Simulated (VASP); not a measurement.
Write the native input for VASP 6.6.1 that does the following.

| Property | Result |
| --- | --- |
| Task | single point |
| Functional | PBE |
| Dispersion | D3(BJ) |
| Potentials or basis | VASP PAW PBE potentials, release 64 (C, H, F) |
| Cutoff | 520 eV |
| k mesh | 1 × 1 × 1 |
| Occupations | fermi-dirac, width 0.05 eV |
| Spin | no spin polarisation |
| Dipole correction | no |
| Further INCAR settings | LREAL = Auto; ALGO = Fast; EDIFF = 1e-07; NBANDS = 108 |

The structure of H2C3F4 lies in POSCAR:

```
H2C3F4
1.0
    8.0166320000      0.0000000000      0.0000000000
    0.0000000000      8.0166320000      0.0000000000
    0.0000000000      0.0000000000      8.0166320000
C H F
12 8 16
Direct
    0.7860283471      0.2098636934      0.4294571586
    0.8504319520      0.3235398606      0.5049876307
    0.2087036052      0.8743197892      0.7777206188
    0.3307124488      0.9404947115      0.8303362310
    0.7721696593      0.7532714487      0.1749487815
    0.7406726416      0.6658157690      0.0607487034
    0.5768382533      0.3146583253      0.0752809908
    0.6337324702      0.3174400422     -0.0599378891
    0.3379349333      0.2048116965      0.4401474335
    0.5786220448      0.7073668842      0.5814910800
    0.0438338694      0.2149406384      0.9611268173
    0.2253814320      0.6558864121      0.1888698396
    0.9304406140      0.4077647571      0.5711875012
    0.7438410544      0.0892644193      0.3823550838
    0.3979351927      0.9968899658      0.9270601420
    0.1003164421      0.8306106604      0.6981485492
    0.6879322888      0.5687301101     -0.0068856847
    0.8551845713      0.8332551625      0.2603961364
    0.6741359713      0.3459807061     -0.1796515045
    0.5332289171      0.3068246116      0.2046744818
    0.4566506234      0.0953891859      0.4736527759
    0.2727454622      0.1766577286      0.2906332734
    0.2177473034      0.2115227442      0.5529628902
    0.4011659759      0.3612115412      0.4348833775
    0.6457948924      0.6145598301      0.4654323661
    0.5328047988      0.6242022835      0.7195415731
    0.6905393687      0.8171012465      0.6389216818
    0.4255153536      0.7655085078      0.5182974596
   -0.0329065872      0.3323216034      1.0608819265
    0.0180499741      0.0573308092      1.0135054222
   -0.0303494036      0.2286371633      0.8114255463
    0.2073314579      0.2446912868      0.9587692188
    0.2235103220      0.8162530100      0.2166121633
    0.1345452804      0.5690918580      0.2996146012
    0.1512355812      0.6235910542      0.0436218103
    0.3821056025      0.6231295137      0.1748864112
```

The cell was built by a generator and needn't be a form met in nature.

These files were run (other wordings do the same):

INCAR

```
ALGO = Fast
EDIFF = 1E-7
ENCUT = 520
GGA = PE
ISIF = 2
ISMEAR = -1
IVDW = 12
LASPH = True
LCHARG = False
LREAL = Auto
LWAVE = False
NBANDS = 108
NELM = 80
PREC = Accurate
SIGMA = 0.05
```

KPOINTS

```
k-points
0
Gamma
  1 1 1
```

Potentials or basis: VASP PAW PBE potentials, release 64 (C, H, F).

The run is started by

```console
$ cat potpaw_PBE.64/C/POTCAR potpaw_PBE.64/H/POTCAR potpaw_PBE.64/F/POTCAR > POTCAR
$ mpirun -np 1 vasp_gam > vasp.out
```

It gave:

```json
{
  "Pressure": "3.3 GPa",
  "Largest force": "6.119 eV/Å",
  "Band gap on the k mesh": "5.73 eV, direct",
  "Dispersion energy per atom": "-0.043 eV"
}
```

Caveat: the standard files for N, O and F lose accuracy on very short bonds.

Run time: 60 s on 1 thread of Intel(R) Xeon(R) 6975P-C (Granite Rapids) (shared host), peak memory 0.44 GiB.
